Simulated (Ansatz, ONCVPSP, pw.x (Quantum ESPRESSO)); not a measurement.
# What a changed setting does to a pw.x run (fcc Ga)

Potential: optimised norm-conserving Vanderbilt (ONCV), ONCVPSP 4.0.1.1 (patched build), LDA (Perdew-Wang 92); core [Ar] 3d10, reference 4s2 4p1; waves: 4s: rc 2.10 bohr, ncon 4, nbas 7, qcut 3.7 1/bohr, 3 projectors, debl 1.7 Ha; 4p: rc 2.15 bohr, ncon 4, nbas 8, qcut 4.4 1/bohr, 2 projectors, debl 2 Ha; d scattering state at 0.05 Ha: rc 2.05 bohr, ncon 4, nbas 7, qcut 5.3 1/bohr, 2 projectors, debl 4 Ha; local part: polynomial inside 1.65 bohr (lpopt 5, dvloc0 -1 Ha); core correction: polynomial model core, fcfact 0.75.

The reference run (k-mesh 14³, cutoffs 50/200 Ry, Fermi–Dirac 0.01 Ry, mixing_beta 0.4, conv_thr 1e-9, no spin) gives -0.74 GPa at 17.150 Å³/atom, where all-electron LAPW gives -0.02 GPa. This run, with its own iteration cap, changes diagonalization to rmm-davidson.

```
&control
  calculation='scf', prefix='x', pseudo_dir='./', outdir='./tmp', tstress=.true., disk_io='none'
/
&system
  ibrav=0, nat=1, ntyp=1, ecutwfc=50, ecutrho=200, nbnd=8,
  occupations='smearing', smearing='fd', degauss=0.01
/
&electrons
  conv_thr=1e-09, mixing_beta=0.4, electron_maxstep=50, diagonalization='rmm-davidson'
/
ATOMIC_SPECIES
Ga 1.0 Ga.UPF
CELL_PARAMETERS angstrom
  0.00000000 2.04681242 2.04681242
  2.04681242 0.00000000 2.04681242
  2.04681242 2.04681242 0.00000000
ATOMIC_POSITIONS crystal
Ga 0.0000 0.0000 0.0000
K_POINTS automatic
14 14 14 0 0 0
```

```bash
pw.x < Ga.scf.in > Ga.scf.out
```

**Question.** How does the run end?

**Answer.** It converges in 7 iterations; the free energy moves by +0.0 meV/atom and the pressure by +0.00 GPa. The result is that of the reference run.

```
Message from routine setup:
     using ibrav=0 with symmetry is DISCOURAGED, use correct ibrav instead
     lattice parameter (alat)  =       5.4701  a.u.
     unit-cell volume          =     115.7339 (a.u.)^3
     number of electrons       =         3.00
     number of Kohn-Sham states=            8
     kinetic-energy cutoff     =      50.0000  Ry
     charge density cutoff     =     200.0000  Ry
     scf convergence threshold =      1.0E-09
     Exchange-correlation= SLA  PW   NOGX NOGC
     number of k points=   104  Fermi-Dirac smearing, width (Ry)=  0.0100
     iteration #  1     ecut=    50.00 Ry     beta= 0.40
     total energy              =      -8.82333999 Ry
     estimated scf accuracy    <       0.00285648 Ry
     iteration #  2     ecut=    50.00 Ry     beta= 0.40
     total energy              =      -8.82294379 Ry
     estimated scf accuracy    <       0.00086734 Ry
     iteration #  3     ecut=    50.00 Ry     beta= 0.40
     total energy              =      -8.82300095 Ry
     estimated scf accuracy    <       0.00000224 Ry
     iteration #  4     ecut=    50.00 Ry     beta= 0.40
     total energy              =      -8.82301653 Ry
     estimated scf accuracy    <       0.00000010 Ry
     iteration #  5     ecut=    50.00 Ry     beta= 0.40
     c_bands:  1 eigenvalues not converged
     c_bands:  1 eigenvalues not converged
     c_bands:  1 eigenvalues not converged
     c_bands:  1 eigenvalues not converged
     total energy              =      -8.82301682 Ry
     estimated scf accuracy    <          6.4E-09 Ry
     iteration #  6     ecut=    50.00 Ry     beta= 0.40
     total energy              =      -8.82301682 Ry
     estimated scf accuracy    <          1.1E-09 Ry
     iteration #  7     ecut=    50.00 Ry     beta= 0.40
     the Fermi energy is     6.5035 ev
!    total energy              =      -8.82301682 Ry
     estimated scf accuracy    <          1.4E-11 Ry
     smearing contrib. (-TS)   =      -0.00160452 Ry
     The total energy is F=E-TS. E is the sum of the following terms:
     one-electron contribution =       2.81106174 Ry
     hartree contribution      =       0.01566847 Ry
     xc contribution           =      -6.31403356 Ry
     ewald contribution        =      -5.33410894 Ry
     convergence has been achieved in   7 iterations
          total   stress  (Ry/bohr**3)                   (kbar)     P=       -7.39
     Message from routine punch:
     Nothing written, as per user request (disk_io='none')
```

The run took about 6.7 s on one core of a shared host (Neoverse-V2, 96 threads, 371 GiB, load 58).
